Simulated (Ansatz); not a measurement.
# MoTe₂

Computed with Ansatz (plane waves, PAW, 500 eV cutoff): r²SCAN, scalar-relativistic, collinear spin, 8×8×2 k-mesh, Gaussian smearing of 0.05 eV. The datasets are Ansatz's generated set soft_2.

```
Te Mo
1.0
     3.56368    0.00000    0.00000
    -1.78184    3.08624    0.00000
     0.00000    0.00000   14.71971
Te Mo
4 2
Direct
  0.33333 0.66667 0.62844
  0.66667 0.33333 0.12844
  0.33333 0.66667 0.87156
  0.66667 0.33333 0.37156
  0.33333 0.66667 0.25000
  0.66667 0.33333 0.75000
```

The chain of runs began from a cell as deposited in COD, expanded in volume.

Magnetic state: non-magnetic, site spin moments none.

The cell has space group P6_3/mmc (read at 0.01 Å). In it the stress is 0.01, 0.01, 0.04, 0.00, 0.00, 0.00 GPa and the largest force component 0.002 eV/Å. Each change below starts from this cell, without further relaxation. Stress is in GPa, positive in compression, in the order xx, yy, zz, yz, xz, xy; energies are counted from the cell above.

**Question.** What happens when atom 6 (Mo) is moved by 0.20 Å along z?

**Answer.** The energy changes by 431.5 meV per cell, and the force on it along the shift is -4.310 eV/Å (−F/u = 21.55 eV/Å²). Stress: 1.02, 1.02, 1.10, 0.00, 0.00, 0.00.
```
atom  Fx (eV/Å)     Fy      Fz
 Te1      0.000  0.000   1.592
 Te2      0.000  0.000  -0.021
 Te3      0.000  0.000   2.701
 Te4      0.000  0.000  -0.010
 Mo5      0.000  0.000   0.048
 Mo6      0.000  0.000  -4.310
```
In a harmonic crystal the energy would rise by −½F·u = ½ × 21.55 × 0.20² eV = 431.0 meV, which matches.

**Question.** What stress follows from an engineering strain of 1 % in yy, atoms carried along?

**Answer.** -0.44, -1.40, -0.60, 0.00, 0.00, 0.00 GPa; the energy changes by 7.1 meV per cell.
```tsv
atom	Fx (eV/Å)	Fy	Fz
Te1	0.000	0.030	0.085
Te2	0.000	-0.030	0.085
Te3	0.000	0.030	-0.085
Te4	0.000	-0.030	-0.085
Mo5	0.000	0.059	0.000
Mo6	0.000	-0.059	0.000
```
The change of the stress over the strain gives a clamped-atom stiffness of about 141 GPa for this component, a secant value that lies under the elastic constant in tension and over it in compression, by several per cent for each per cent of strain.
In a harmonic crystal the energy would rise by V(½Cε² − σ₀ε), with σ₀ the stress of the unstrained cell, = 7.0 meV, which matches.

**Question.** All atoms and the cell are disturbed at random:
```xyz
6
Lattice="3.5193 -0.0677 -0.0412 -1.8183 3.1189 0.0358 -0.1701 0.0728 14.6143" Properties=species:S:1:pos:R:3 pbc="T T T"
Te   -0.0860    2.1977    9.1481
Te    1.6227    1.1017    2.0220
Te   -0.1535    2.1190   12.6327
Te    1.6737    0.9186    5.3567
Mo   -0.1131    2.0854    3.7537
Mo    1.6489    0.9495   10.9137
```
Give the energy change, the stress and the forces.

**Answer.** 662.3 meV per cell; stress 4.62, 6.43, 11.35, 3.07, 1.13, 1.65 GPa.
| atom | Fx (eV/Å) | Fy | Fz |
| --- | --- | --- | --- |
| Te1 | -0.233 | -1.306 | -0.499 |
| Te2 | 0.004 | -0.591 | -1.720 |
| Te3 | 0.469 | -0.979 | 1.669 |
| Te4 | -0.110 | 0.934 | 2.842 |
| Mo5 | 0.111 | -0.338 | -1.155 |
| Mo6 | -0.242 | 2.280 | -1.137 |

For elements this heavy, spin–orbit coupling would shift levels and gaps; it isn't included here. The structure is built of weakly bound layers, and this functional has no dispersion term, so their spacing and all that hangs on it (volume, the soft elastic constants, low modes, dielectric constants) are poorly given. The relaxed cell is 8 % larger in volume than the cell of this structure in the Crystallography Open Database (24.96 Å³/atom, 1963).

Moving Mo along the layer normal is resisted almost wholly by its own Te–Mo–Te sandwich, as expected for covalent Mo d–Te p bonding within the layer. The Te atoms on the side it approaches are pushed harder (2.701 eV/Å) than those on the other side are pulled (1.592 eV/Å), so the individual bonds are clearly anharmonic. The energy still looks harmonic because Mo sits on a mirror plane, where the odd terms cancel.

Under in-plane tension the Te atoms are drawn towards their Mo planes. Letting them move would thin the layers and relieve part of the tensile stress along z, so the clamped stiffness of 141 GPa is an upper estimate of the relaxed-ion response at the same strain. In the random structure every Te is instead driven away from its Mo plane, which suggests that the large zz stress comes mainly from flattened sandwiches rather than from contact between layers. None of these distortions isolates the sliding of whole layers, so the barrier to changing their stacking remains open.
